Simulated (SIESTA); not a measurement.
## TePb under changes of volume

One of the cells (33.730 Å³/atom); the others are scaled copies at fixed shape and fractional positions:

```
Pb Te
1.0
     0.00000    3.23100    3.23100
     3.23100    0.00000    3.23100
     3.23100    3.23100    0.00000
Pb Te
1 1
Direct
  0.00000 0.00000 0.00000
  0.50000 0.50000 0.50000
```

- Program: SIESTA 5.4.2
- Functional: PBE
- Potentials or basis: PseudoDojo 0.4 standard (PBE files)
- Basis: DZ (energy shift 0.003 Ry; two zetas on semicore shells)
- Grid cutoff: 500 Ry
- Energy shift: 0.003 Ry
- k mesh: 7 × 7 × 7
- Occupations: fermi-dirac, width 0.05 eV
- Spin: no spin polarisation

| volume (Å³/atom) | energy over the lowest point (meV/atom) | pressure (GPa) |
| --- | --- | --- |
| 31.706 | ? | ? |
| 32.380 | 43.38 | 4.9 |
| 33.055 | 25.61 | 3.6 |
| 33.730 | 14.01 | 2.5 |
| 34.404 | 5.58 | 1.6 |
| 35.079 | 0.96 | 0.7 |
| 35.753 | 0.00 | -0.2 |

Task: What does the run at 31.706 Å³/atom give?

Result: Energy over the lowest point 66.55 meV/atom; pressure 6.2 GPa.

Worked out: A Birch-Murnaghan fit of order 3 (a polynomial in V^(-2/3)) to the other rows has its minimum at 35.72 Å³/atom with B0 = V·E''(V) = 34 GPa and B' = 7.5. It gives 66.31 meV/atom at 31.706 Å³/atom, against the run's 66.55, and -dE/dV = 6.2 GPa, against 6.2.

Energies are extrapolated to zero smearing.

Caveats: the basis has no polarisation orbitals; the basis of atomic orbitals isn't converged, which shifts pressures, moduli and gaps.
